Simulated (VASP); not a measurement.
# Hf in VASP: convergence with SIGMA

Input of the first run (SIGMA 0.3 eV); the others differ in this setting and in those tied to it:

File INCAR:

```
ALGO = Normal
EDIFF = 1E-6
ENCUT = 600
GGA = PS
ISIF = 2
ISMEAR = 0
LASPH = True
LCHARG = False
LREAL = False
LWAVE = False
NELM = 80
PREC = Accurate
SIGMA = 0.3
```

KPOINTS

```
k-points
0
Gamma
  10 10 10
```

File POSCAR:

```
Hf
1.0
   -1.8050000000      1.8050000000      1.8050000000
    1.8050000000     -1.8050000000      1.8050000000
    1.8050000000      1.8050000000     -1.8050000000
Hf
1
Direct
    0.0000000000      0.0000000000      0.0000000000
```

Potentials or basis: VASP PAW PBE potentials, release 64 (Hf_sv_GW).

Run with:

```console
$ cat potpaw_PBE.64/Hf_sv_GW/POTCAR > POTCAR
$ mpirun -np 1 vasp_std > vasp.out
```

This isn't the form of Hf at room conditions, which is hcp.

Hardware: 1 thread of Intel(R) Xeon(R) Platinum 8559C (Emerald Rapids) (shared host).

The values tried are 0.3 eV, 0.2 eV, 0.15 eV, 0.1 eV, 0.05 eV, 0.02 eV, 0.01 eV, loosest first. From which on does the pressure stay within 0.1 GPa of the tightest run that finished?

From 0.15 eV on.

| SIGMA | energy less the tightest run, at zero smearing (meV/atom) | pressure (GPa) | SCF cycles | CPU time (s) | peak memory (GiB) |
| --- | --- | --- | --- | --- | --- |
| 0.3 eV | 2.48 | -8.84 | 12 | 8 | 0.17 |
| 0.2 eV | 1.28 | -9.08 | 12 | 8.4 | 0.17 |
| 0.15 eV | 0.48 | -9.20 | 12 | 7.8 | 0.16 |
| 0.1 eV | -0.23 | -9.32 | 12 | 8 | 0.17 |
| 0.05 eV | -0.35 | -9.35 | 12 | 8 | 0.16 |
| 0.02 eV | -0.13 | -9.29 | 12 | 8 | 0.17 |
| 0.01 eV | 0.00 | -9.28 | 12 | 8.3 | 0.17 |

Against the tightest run, the energy stays within 1 meV/atom from 0.15 eV on. Narrower smearing needs a denser k mesh, so at a fixed mesh the narrowest width isn't the most accurate. The tightest run that finished is the yardstick and may itself not be fully converged.

Caveat, for the tightest run too: the PAW data sets were made with another functional, which shifts forces and pressure a little. Spin-orbit coupling is left out, which matters for the levels of Hf.
